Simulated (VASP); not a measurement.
Here is a VASP 6.6.1 calculation.

Contents of INCAR:

```
SYSTEM = Hf7S16
PREC     = Accurate       ! precision mode
ENCUT    = 520            ! plane-wave cutoff, eV
EDIFF    = 1E-7           ! SCF threshold, eV
ISMEAR   = 0              ! smearing method
SIGMA    = 0.05           ! smearing width, eV
LREAL    = Auto         
LASPH    = .TRUE.         ! aspherical terms in the spheres
NELM     = 100            ! most SCF steps
ALGO     = Fast           ! electronic algorithm
ISIF     = 2              ! what is computed and relaxed
LWAVE    = .FALSE.        ! write WAVECAR
LCHARG   = .FALSE.        ! write CHGCAR
GGA      = PE             ! functional
IVDW     = 12             ! dispersion correction
NELECT   = 170.0        
NBANDS   = 100            ! bands
```

The input KPOINTS:

```
Automatic mesh
0
G
  4 4 4
  0 0 0
```

File POSCAR:

```
Hf7S16
1.0
   -5.4095179643      3.1231866529      5.7701087873
    5.4095179643     -3.1231866529      5.7701087873
    3.6063453096      6.2463733058     -5.7701087873
Hf S
7 16
Direct
    0.0063018335     -0.0016832874      0.0029724208
    0.4375000444      0.6875000785      0.1249999777
    0.8686980998      0.3766831866      0.2470275569
    0.7405543261      0.7485394470      0.4907398983
    0.2564732531      0.2484881322      0.5033152601
    0.1344457115      0.6264606247      0.7592600658
    0.6185267316      0.1265118184      0.7466848205
    0.4194441889      0.5838776050      0.2559682301
    0.9171035173      0.0826323739      0.2498245967
    0.2910493234      0.9632433490      0.5064487368
    0.7922586272      0.4577124681      0.4993441908
    0.6674340268      0.8328877530      0.7496949466
    0.1600811364      0.3322751529      0.7445122266
    0.0344455171      0.7067146322     -0.0059683292
    0.5463092374      0.2040024258      0.0001754017
    0.3286906941      0.1709975683      0.2498245967
    0.8405544263      0.6682852795      0.2559682301
    0.2075659711      0.5421121302      0.5003050059
    0.7149190058      0.0427249802      0.5054879217
    0.5839506335      0.4117566170      0.7435513132
    0.0827413766      0.9172876503      0.7506558600
    0.9578964423      0.2923675118      0.0001754017
    0.4555558757      0.7911225025     -0.0059683292
```

Potentials or basis: VASP PAW PBE potentials, release 64 (Hf_pv, S).

The run is started by

```bash
$ cat potpaw_PBE.64/Hf_pv/POTCAR potpaw_PBE.64/S/POTCAR > POTCAR
$ mpirun -np 1 vasp_std > vasp.out
```

Q: Predict the dispersion energy per atom.

A: -0.322 eV.

Q: Estimate the band gap on the k mesh.

A: 0.28 eV, indirect (least direct gap 0.41 eV).

Q: Predict the largest force.

A: 23.626 eV/Å.

Forces on the atoms (eV/Å):
```
Hf    0.197   0.525   0.565
Hf    0.000   0.000   0.000
Hf   -0.197  -0.525  -0.565
Hf    0.127   2.029   0.239
Hf   -0.805   0.416   0.429
Hf   -0.127  -2.029  -0.239
Hf    0.805  -0.416  -0.429
S     0.087  13.992 -19.037
S     0.015  -0.015  -0.046
S     0.132   0.163   0.232
S     0.071   0.029   0.104
S    -0.191  -0.025  -0.010
S     1.089   0.751   0.361
S    -0.966   0.699   0.315
S    -0.105   0.451   0.268
S     0.105  -0.451  -0.268
S     0.966  -0.699  -0.315
S     0.191   0.025   0.010
S    -1.089  -0.751  -0.361
S    -0.132  -0.163  -0.232
S    -0.071  -0.029  -0.104
S    -0.015   0.015   0.046
S    -0.087 -13.992  19.037
```

Caveat: the cell carries a net charge on a neutralising background, which shifts energy and pressure; the cell is charged against a uniform background, so pressure and absolute levels hang on convention; spin-orbit coupling is left out, which moves the levels of the heavy elements. PBE gaps usually lie below the measured ones, often by a third to a half.
